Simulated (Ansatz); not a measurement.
The system is TiO2.

```xyz
9
Lattice="2.9683 0.0000 0.0000 0.0002 4.7076 0.0000 1.4836 0.2424 7.0835" Properties=species:S:1:pos:R:3 pbc="T T T"
Ti    0.0111    0.0020    0.0050
Ti    1.4933    2.3377    2.2452
Ti    2.9797    2.6161    4.8486
O     1.4969    0.9041    0.9105
O     2.9795    1.5111    3.2009
O     1.4967    1.6498    5.7110
O     2.9804    3.3042    1.3825
O     1.4963    3.4427    3.8925
O     2.9811    4.0496    6.1826
```

The cell comes from a database or a generator and needn't be the stable form of this composition.

```yaml
Program: Ansatz 0.2.0
Task: single point
Functional: PBE
Potentials_or_basis: Ansatz PAW
Cutoff: "420 eV (not typed: the program's choice for these potentials)"
k_mesh: 9 × 6 × 4
Occupations: fermi-dirac, width 0.05 eV
Spin: no spin polarisation
```

On this cell: pressure 3.7 GPa; largest force 0.119 eV/Å; band gap on the k mesh 2.27 eV, indirect (least direct gap 2.32 eV).

The same run follows on a disturbed copy (atoms moved at random, drawn with an rms of 0.05 Å):

```
CELL_PARAMETERS angstrom
2.96826 0.00000 0.00000
0.00021 4.70761 0.00000
1.48357 0.24235 7.08346
ATOMIC_POSITIONS crystal
Ti 0.00877 0.99892 0.00849
Ti 0.32805 0.47564 0.32241
Ti 0.66837 0.51210 0.68542
O 0.44481 0.18080 0.12610
O 0.78578 0.30000 0.45373
O 0.09817 0.29779 0.80975
O 0.91804 0.69663 0.20506
O 0.21340 0.69829 0.54703
O 0.55912 0.81319 0.87304
```

What does the disturbed cell give?

The energy moves by +13.7 meV/atom; pressure 5.2 GPa; largest force 1.119 eV/Å; band gap on the k mesh 2.28 eV, indirect (least direct gap 2.29 eV).

Forces in eV/Å, atoms in the order of the input:
```
Ti   0.005 -0.566 -0.704
Ti   0.182  0.483 -0.529
Ti  -0.007  0.375  0.889
O   -0.037  0.541  0.686
O   -0.478 -1.010  0.058
O   -0.152  0.631 -0.603
O   -0.287 -0.197 -0.205
O    0.600  0.173  0.483
O    0.173 -0.429 -0.075
```

Stress tensor (GPa, compression positive):
```
 4.94  1.57 -0.53
 1.57  5.08 -0.20
-0.53 -0.20  5.51
```

Caveats: odd divisions of the mesh miss points on the zone boundary, where band edges often lie, so the gap on the mesh can be too wide.

A k mesh can miss the band edges.
